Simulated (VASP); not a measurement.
# Os (Im-3m) in VASP: a series of runs

One crystal, Os, is run at these levels: revPBE; tasks: single point.

Everything below comes from runs of VASP 6.6.1. Logs are shortened: lines on timing, memory, paths and dates and some standing lists are left out, and cuts for length are marked.

### 1 The structure

Symmetry: Im-3m, No. 229, cubic system. Conventional cell: a = 3.101 Å, b = 3.101 Å, c = 3.101 Å, α = 90.00°, β = 90.00°, γ = 90.00°. Around Os (site symmetry m-3m) lie 8 Os at 2.69 Å.

This isn't the form of Os at room conditions, which is hcp.

### 2 Single point, revPBE

INCAR reads:

```
SYSTEM = Os
ALGO     = Fast           ! electronic algorithm
EDIFF    = 1E-6           ! SCF threshold, eV
ENCUT    = 520            ! plane-wave cutoff, eV
GGA      = RE             ! functional
ISIF     = 2              ! what is computed and relaxed
ISMEAR   = -1             ! smearing method
LASPH    = .True.         ! aspherical terms in the spheres
LCHARG   = .False.        ! write CHGCAR
LREAL    = .False.        ! projectors in reciprocal space
LWAVE    = .False.        ! write WAVECAR
NBANDS   = 10             ! bands
NELM     = 100            ! most SCF steps
PREC     = Accurate       ! precision mode
SIGMA    = 0.1            ! smearing width, eV
```

KPOINTS reads:

```
k-points
0
Gamma
  23 23 23
  0 0 0
```

POSCAR reads:

```
Os
1.0
   -1.5504257626      1.5504257626      1.5504257626
    1.5504257626     -1.5504257626      1.5504257626
    1.5504257626      1.5504257626     -1.5504257626
Os
1
Direct
    0.0000000000      0.0000000000      0.0000000000
```

Potentials or basis: VASP PAW PBE potentials, release 64 (Os).

Run with:

```console
$ cat potpaw_PBE.64/Os/POTCAR > POTCAR
$ mpirun -np 1 vasp_std > vasp.out
```

OUTCAR:

```text
SYSTEM = Os
   EDIFF = 1E-6
   ENCUT = 520
   GGA = RE
   ISIF = 2
   ISMEAR = -1
   LASPH = .True.
   LREAL = .False.
   NELM = 100
   PREC = Accurate

 ion  position               nearest neighbor table
   1  0.000  0.000  0.000-

  LATTYP: Found a body centered cubic cell.
 ALAT       =     3.1008515252

  Lattice vectors:

 A1 = (  -1.5504257626,   1.5504257626,   1.5504257626)
 A2 = (   1.5504257626,  -1.5504257626,   1.5504257626)
 A3 = (   1.5504257626,   1.5504257626,  -1.5504257626)

Analysis of symmetry for initial positions (statically):
=====================================================================
 Subroutine PRICEL returns:
 Original cell was already a primitive cell.

 Routine SETGRP: Setting up the symmetry group for a
 body centered cubic supercell.

 Subroutine GETGRP returns: Found 48 space group operations
 (whereof 48 operations were pure point group operations)
 out of a pool of 48 trial point group operations.

The static configuration has the point symmetry O_h .

Analysis of symmetry for dynamics (positions and initial velocities):
=====================================================================
 Subroutine PRICEL returns:
 Original cell was already a primitive cell.

 Routine SETGRP: Setting up the symmetry group for a
 body centered cubic supercell.

 Subroutine GETGRP returns: Found 48 space group operations
 (whereof 48 operations were pure point group operations)
 out of a pool of 48 trial point group operations.

The dynamic configuration has the point symmetry O_h .

 Subroutine INISYM returns: Found 48 space group operations
 (whereof 48 operations are pure point group operations),
 and found     1 'primitive' translations

----------------------------------------------------------------------------------------

                                     Primitive cell

  volume of cell :      14.9078

  direct lattice vectors                    reciprocal lattice vectors
    -1.550425763  1.550425763  1.550425763     0.000000000  0.322492061  0.322492061
     1.550425763 -1.550425763  1.550425763     0.322492061  0.000000000  0.322492061
     1.550425763  1.550425763 -1.550425763     0.322492061  0.322492061  0.000000000

  length of vectors
     2.685416194  2.685416194  2.685416194     0.456072647  0.456072647  0.456072647

  position of ions in fractional coordinates (direct lattice)
     0.000000000  0.000000000  0.000000000

  ion indices of the primitive-cell ions
   primitive index   ion index
                 1           1

----------------------------------------------------------------------------------------

 KPOINTS: k-points

Automatic generation of k-mesh.
 Grid dimensions read from file:
 generate k-points for:   23   23   23

 Generating k-lattice:

  Cartesian coordinates                     Fractional coordinates (reciprocal lattice)
     0.000000000  0.014021394  0.014021394     0.043478261  0.000000000  0.000000000
     0.014021394  0.000000000  0.014021394     0.000000000  0.043478261  0.000000000
     0.014021394  0.014021394  0.000000000     0.000000000  0.000000000  0.043478261

  Length of vectors
     0.019829246  0.019829246  0.019829246

  Shift w.r.t. Gamma in fractional coordinates (k-lattice)
     0.000000000  0.000000000  0.000000000

 Subroutine IBZKPT returns following result:
 ===========================================

 Found    364 irreducible k-points:

 Following reciprocal coordinates:
            Coordinates               Weight
  0.000000  0.000000  0.000000      1.000000
  0.043478  0.000000  0.000000     12.000000
  0.086957  0.000000  0.000000     12.000000
  0.130435  0.000000  0.000000     12.000000
  0.173913  0.000000  0.000000     12.000000
  0.217391  0.000000  0.000000     12.000000
[... 16 lines left out ...]
  0.478261  0.043478  0.000000     24.000000
  0.086957  0.086957  0.000000     24.000000
 [... further k-points ...]
   k-points           NKPTS =    364   k-points in BZ     NKDIM =    364   number of bands    NBANDS=     10
   number of dos      NEDOS =    301   number of ions     NIONS =      1
   total plane-waves  NPLWV =   8000
   dimension x,y,z NGX =    20 NGY =   20 NGZ =   20
   dimension x,y,z NGXF=    40 NGYF=   40 NGZF=   40
   ions per type =               1
   NGX,Y,Z   is equivalent  to a cutoff of  12.38, 12.38, 12.38 a.u.
   NGXF,Y,Z  is equivalent  to a cutoff of  24.76, 24.76, 24.76 a.u.
 SYSTEM =  Os
   PREC   = accura    normal or accurate (medium, high low for compatibility)
   ISTART =      0    job   : 0-new  1-cont  2-samecut
   ICHARG =      2    charge: 1-file 2-atom 10-const
   ISPIN  =      1    spin polarized calculation?
   LNONCOLLINEAR =      F non collinear calculations
   LSORBIT =      F    spin-orbit coupling
   LASPH  =      T    aspherical Exc in radial PAW
   ENCUT  =  520.0 eV  38.22 Ry    6.18 a.u.   4.99  4.99  4.99*2*pi/ulx,y,z
   NELM   =    100;   NELMIN=  2; NELMDL= -5     # of ELM steps
   EDIFF  = 0.1E-05   stopping-criterion for ELM
   LREAL  =      F    real-space projection
   EDIFFG = 0.1E-04   stopping-criterion for IOM
   NSW    =      0    number of steps for IOM
   IBRION =     -1    ionic relax: 0-MD 1-quasi-New 2-CG
   NFREE  =      0    steps in history (QN), initial steepest desc. (CG)
   ISIF   =      2    stress and relaxation
   ISYM   =      2    0-nonsym 1-usesym 2-fastsym
   POTIM  = 0.5000    time-step for ionic-motion
   TEBEG  =    0.0;   TEEND  =   0.0 temperature during run
   PSTRESS=    0.0 pullay stress
   NELECT =       8.0000    total number of electrons
   NUPDOWN=      -1.0000    fix difference up-down
   EMIN   =  10.00;   EMAX   =-10.00  energy-range for DOS
   EFERMI =   0.00;   METHOD = LEGACY
   ISMEAR =    -1;   SIGMA  =   0.10  broadening in eV -4-tet -1-fermi 0-gaus
   EFERMI_NEDOS =   21; number of points for ismear=-14 and -15
   IALGO  =     68    algorithm
   IMIX   =      4    mixing-type and parameters
     AMIX     =   0.40;   BMIX     =  1.00
     AMIX_MAG =   1.60;   BMIX_MAG =  1.00
  volume/ion in A,a.u.               =      14.91       100.60
  Fermi-wavevector in a.u.,A,eV,Ry     =   1.330354  2.514004 24.080155  1.769841
  Thomas-Fermi vector in A             =   2.459447
   LORBIT       =      0    0 simple, 1 ext, 2 COOP (PROOUT), +10 PAW based schemes
   GGA     = RE    functional components
   LHFCALC =     F    Hartree Fock is set to
   AEXX    =    0.0000 exact exchange contribution
   IVDW    =     0    specifies the selected vdW correction
   LEPSILON=     F    determine dielectric tensor
   LRPA    =     F    only Hartree local field effects (RPA)
 non-spin polarized calculation
 RMM-DIIS sequential band-by-band and
  energy-cutoff  :      520.00
  volume of cell :       14.91
 maximum number of plane-waves:       420
   NGX =  9   NGY =  9   NGZ =  9

 number of electron       7.9999998 magnetization

 Free energy of the ion-electron system (eV)
  ---------------------------------------------------
  ext. energy  EPLUGINS =         0.00000000
  ---------------------------------------------------
  free energy    TOTEN  =        -9.87838778 eV

  energy without entropy =       -9.82873834  energy(sigma->0) =       -9.85356306

 E-fermi :   8.8498     XC(G=0): -13.6553

 val. band max:        8.8475613034   @ k =   0.3043   0.2174   0.0435
 cond. band min:       8.8515930167   @ k =   0.3478   0.0870   0.0870
 fundamental gap:      0.0040317134
 Fermi energy:         8.8498295280

 k-point     1 :       0.0000    0.0000    0.0000
  band No.  band energies     occupation
      1      -1.7709      2.00000
      2       5.6444      2.00000
      3       5.6444      2.00000
      4       5.6444      2.00000
      5       8.7961      1.26248
      6       8.7961      1.26247
      7      25.0290      0.00000
      8      25.0290      0.00000
      9      25.0290      0.00000
     10      36.4906      0.00000

 k-point     2 :       0.0435    0.0000    0.0000
  band No.  band energies     occupation
      1      -1.6830      2.00000
      2       5.5998      2.00000
      3       5.6403      2.00000
      4       5.7251      2.00000
      5       8.7305      1.53449
      6       8.7987      1.25024
      7      25.0907      0.00000
      8      25.1725      0.00000
      9      25.1845      0.00000
     10      35.3848      0.00000

 k-point     3 :       0.0870    0.0000    0.0000
  band No.  band energies     occupation
      1      -1.4243      2.00000
      2       5.4714      2.00000
      3       5.6211      2.00000
      4       5.9651      2.00000
      5       8.5634      1.89209
      6       8.8079      1.20661
      7      25.2477      0.00000
      8      25.5928      0.00000
      9      25.5964      0.00000
     10      33.7846      0.00000

 k-point     4 :       0.1304    0.0000    0.0000
  band No.  band energies     occupation
      1      -1.0112      2.00000
      2       5.2749      2.00000
      3       5.5713      2.00000
      4       6.3589      2.00000
      5       8.3693      1.98376
      6       8.8275      1.11140
      7      25.4030      0.00000
      8      26.0605      0.00000
      9      26.2817      0.00000
     10      32.4735      0.00000
[... 222 lines left out ...]
 k-point    22 :       0.4348    0.0435    0.0000
  band No.  band energies     occupation
      1       1.4877      2.00000
      2       3.7190      2.00000
      3       7.9444      1.99977
      4       8.7257      1.55141
      5       9.5487      0.00184
      6      11.9012      0.00000
      7      17.8062      0.00000
      8      21.4889      0.00000
      9      25.7084      0.00000
     10      33.1507      0.00000

 k-point    23 :       0.4783    0.0435    0.0000
  band No.  band energies     occupation
      1       1.4757      2.00000
      2       3.6889      2.00000
      3       8.2873      1.99281
      4       8.6300      1.80015
      5       9.6262      0.00085
      6      12.1029      0.00000
      7      17.4185      0.00000
      8      21.3671      0.00000
      9      25.4204      0.00000
     10      32.9972      0.00000

 k-point    24 :       0.0870    0.0870    0.0000
  band No.  band energies     occupation
      1      -0.7701      2.00000
      2       5.2604      2.00000
      3       5.3908      2.00000
      4       6.6510      2.00000
      5       8.2243      1.99617
      6       8.8961      0.77282
      7      25.6574      0.00000
      8      26.2073      0.00000
      9      26.4337      0.00000
     10      31.5186      0.00000

 [... further k-points ...]

------------------------ aborting loop because EDIFF is reached ----------------------------------------

  FORCE on cell =-STRESS in cart. coord.  units (eV):
  Direction    XX          YY          ZZ          XY          YZ          ZX
  --------------------------------------------------------------------------------------
  -------------------------------------------------------------------------------------
  Total       -0.0108737     -0.0108737     -0.0108737      0.0000000      0.0000000     -0.0000000
  in kB       -1.1686218     -1.1686218     -1.1686218      0.0000000      0.0000000     -0.0000000
  external PRESSURE =      -1.1686218 kB  Pullay stress =       0.0000000 kB

 VOLUME and BASIS-vectors are now :
 -----------------------------------------------------------------------------
  energy-cutoff  :      520.00
  volume of cell :       14.91
      direct lattice vectors                 reciprocal lattice vectors
    -1.550425763  1.550425763  1.550425763     0.000000000  0.322492061  0.322492061
     1.550425763 -1.550425763  1.550425763     0.322492061  0.000000000  0.322492061
     1.550425763  1.550425763 -1.550425763     0.322492061  0.322492061  0.000000000

 POSITION                                       TOTAL-FORCE (eV/Angst)
 -----------------------------------------------------------------------------------
      0.00000      0.00000      0.00000        -0.000000     -0.000000      0.000000
 -----------------------------------------------------------------------------------
    total drift:                                0.000000     -0.000000      0.000000

  FREE ENERGIE OF THE ION-ELECTRON SYSTEM (eV)
  ---------------------------------------------------
  free  energy   TOTEN  =        -9.8783877815 eV

  energy  without entropy=       -9.8287383386  energy(sigma->0) =       -9.85356306
```

Run time: 83 s. Hardware: 1 thread of AMD EPYC 7R43 (Zen 3), shared host; peak memory 0.13 GiB.

What came out:

```yaml
Free_energy: -9.8784 eV
Pressure: -0.1 GPa
Band_gap_on_the_k_mesh: none (metal or under the smearing width)
```

Levels at points of the mesh, in eV from the Fermi level:
| k point | band 1 | band 2 | band 3 | band 4 | band 5 | band 6 | band 7 | band 8 | band 9 |
| --- | --- | --- | --- | --- | --- | --- | --- | --- | --- |
| (0.00, 0.00, 0.00) | -10.62 | -3.21 | -3.21 | -3.21 | -0.05 | -0.05 | 16.18 | 16.18 | 16.18 |

Caveat: the PAW data sets were made with another functional, which shifts forces and pressure a little. The run has no spin-orbit coupling, so splittings on Os are missing.

### 3 Single point, revPBE

This run uses another cell than the first one, of 16.10 Å³/atom, 1.080 times its volume.

INCAR reads:

```
SYSTEM = Os
PREC = Accurate
ENCUT = 520
EDIFF = 1E-6
ISMEAR = -1
SIGMA = 0.1
LREAL = .False.
LASPH = .True.
NELM = 60
ALGO = Normal
ISIF = 2
LWAVE = .False.
LCHARG = .False.
GGA = RE
NBANDS = 10
```

KPOINTS reads:

```
Automatic mesh
0
Gamma
  16 16 16
  0 0 0
```

POSCAR reads:

```
Os
1.0
   -1.5907144567      1.5907144567      1.5907144567
    1.5907144567     -1.5907144567      1.5907144567
    1.5907144567      1.5907144567     -1.5907144567
Os
1
Direct
    0.0000000000      0.0000000000      0.0000000000
```

Potentials or basis: VASP PAW PBE potentials, release 64 (Os).

Run with:

```console
$ cat potpaw_PBE.64/Os/POTCAR > POTCAR
$ mpirun -np 1 vasp_std > vasp.out
```

Wall time 32 s (1 thread of AMD EPYC 7R43 (Zen 3), shared host); peak memory 0.11 GiB.

It converged, with:

```
Free energy            : -9.7879 eV
Pressure               : -22.0 GPa
Band gap on the k mesh : none (metal or under the smearing width)
```

Levels at points of the mesh, in eV from the Fermi level:
| k point | band 1 | band 2 | band 3 | band 4 | band 5 | band 6 | band 7 | band 8 |
| --- | --- | --- | --- | --- | --- | --- | --- | --- |
| (0.00, 0.00, 0.00) | -9.93 | -2.88 | -2.88 | -2.88 | -0.05 | -0.05 | 16.08 | 16.08 |
| (0.50, 0.00, 0.00) | -6.75 | -4.64 | -0.21 | -0.12 | 0.45 | 2.68 | 7.69 | 12.32 |
| (0.50, 0.50, 0.50) | -6.25 | -6.25 | 2.00 | 2.00 | 2.00 | 7.39 | 7.39 | 7.39 |

Caveat: so large a pressure means that the cell lies far from this level's equilibrium, or that cutoff or potentials fall short; the potentials were made for another functional, which shifts forces and pressure. The run has no spin-orbit coupling, so splittings on Os are missing.

### 4 Single point, revPBE

INCAR reads:

```
SYSTEM = Os
PREC = Accurate
ENCUT = 520
EDIFF = 1E-7
ISMEAR = -1
SIGMA = 0.1
LREAL = .FALSE.
LASPH = .TRUE.
NELM = 80
ALGO = Normal
ISIF = 2
LWAVE = .FALSE.
LCHARG = .FALSE.
GGA = RE
NBANDS = 10
```

KPOINTS reads:

```
regular mesh
0
G
  16 16 16
  0 0 0
```

POSCAR reads:

```
Os
1.0
   -1.5504257626      1.5504257626      1.5504257626
    1.5504257626     -1.5504257626      1.5504257626
    1.5504257626      1.5504257626     -1.5504257626
Os
1
Direct
    0.0000000000      0.0000000000      0.0000000000
```

Run with:

```console
$ cat potpaw_PBE.64/Os/POTCAR > POTCAR
$ mpirun -np 1 vasp_std > vasp.out
```

Run time: 29 s. Hardware: 1 thread of AMD EPYC 7R43 (Zen 3), shared host; peak memory 0.1 GiB.

The run converged. Its results:

```yaml
Free_energy: -9.8758 eV
Pressure: -0.1 GPa
Band_gap_on_the_k_mesh: none (metal or under the smearing width)
```

Levels at points of the mesh, in eV from the Fermi level:
```tsv
k point	band 1	band 2	band 3	band 4	band 5	band 6	band 7	band 8
(0.00, 0.00, 0.00)	-10.64	-3.23	-3.23	-3.23	-0.07	-0.07	16.16	16.16
(0.50, 0.00, 0.00)	-7.46	-5.20	-0.22	-0.21	0.52	3.06	8.61	12.40
(0.50, 0.50, 0.50)	-7.03	-7.03	2.28	2.28	2.28	7.72	7.72	7.72
```

Caveat: the PAW data sets were made with another functional, which shifts forces and pressure a little. The run has no spin-orbit coupling, so splittings on Os are missing.

### 5 Overview

| cell | k mesh | gap on the mesh (eV) | pressure (GPa) |
| --- | --- | --- | --- |
| Im-3m, 14.91 Å³/atom | 23 × 23 × 23 | none | -0.1 |
| Im-3m, 16.1 Å³/atom | 16 × 16 × 16 | none | -22.0 |
| Im-3m, 14.91 Å³/atom | 16 × 16 × 16 | none | -0.1 |

Alike in all rows: task single point; level revPBE; potentials or basis VASP PAW PBE potentials, release 64 (Os); no spin polarisation; cutoff (eV) 520; smearing fermi-dirac 0.1 eV.

Every run on the cell as given and a fine mesh finds a metal.

Caveats: the PAW data sets were made with another functional, which shifts forces and pressure a little (some runs); so large a pressure means that the cell lies far from this level's equilibrium, or that cutoff or potentials fall short (some runs); the potentials were made for another functional, which shifts forces and pressure (some runs).

Total energies depend on the potentials used, so only differences within one code and one set of settings carry meaning.
